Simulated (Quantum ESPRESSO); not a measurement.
Crystal: MgS (Niningerite).

```
S Mg
1.0
     0.00000    2.60165    2.60165
     2.60165    0.00000    2.60165
     2.60165    2.60165    0.00000
S Mg
1 1
Direct
  0.50000 0.50000 0.50000
  0.00000 0.00000 0.00000
```

* Program: Quantum ESPRESSO 7.5
* Task: relaxation of cell and atoms
* Functional: PBEsol
* Dispersion: rVV10
* Potentials or basis: GBRV 1.5 PBEsol
* Cutoff: 612 eV
* Density cutoff: 4898 eV
* k mesh: 9 × 9 × 9
* Occupations: fermi-dirac, width 0.05 eV
* Spin: no spin polarisation

At the start: pressure -2.6 GPa; volume 17.61 Å³/atom.

Question: How do energy, volume and symmetry change on relaxing?

Answer: Over 5 steps the energy falls by 4.6 meV/atom and the volume is 17.00 Å³/atom (-3.5 %); space group Fm-3m (No. 225, to 0.05 Å).

The path:
| step | energy change (eV) | largest force (eV/Å) | pressure (GPa) | volume (Å³) |
| --- | --- | --- | --- | --- |
| 1 | 0.0000 | 0.0000 | -2.58 | 35.22 |
| 2 | -0.0022 | 0.0000 | -2.29 | 35.07 |
| 3 | -0.0056 | 0.0000 | -1.68 | 34.79 |
| 4 | -0.0084 | 0.0000 | -0.85 | 34.42 |
| 5 | -0.0092 | 0.0000 | 0.14 | 34.00 |

Final structure:
```yaml
crystal:
  lattice:
    - [0.00000, 2.57134, 2.57134]
    - [2.57134, 0.00000, 2.57134]
    - [2.57134, 2.57134, 0.00000]
  atoms:
    - { symbol: S, position: [0.50000, 0.50000, 0.50000] }
    - { symbol: Mg, position: [0.00000, 0.00000, 0.00000] }
```

Caveat: rVV10's parameter b was fitted to another functional.
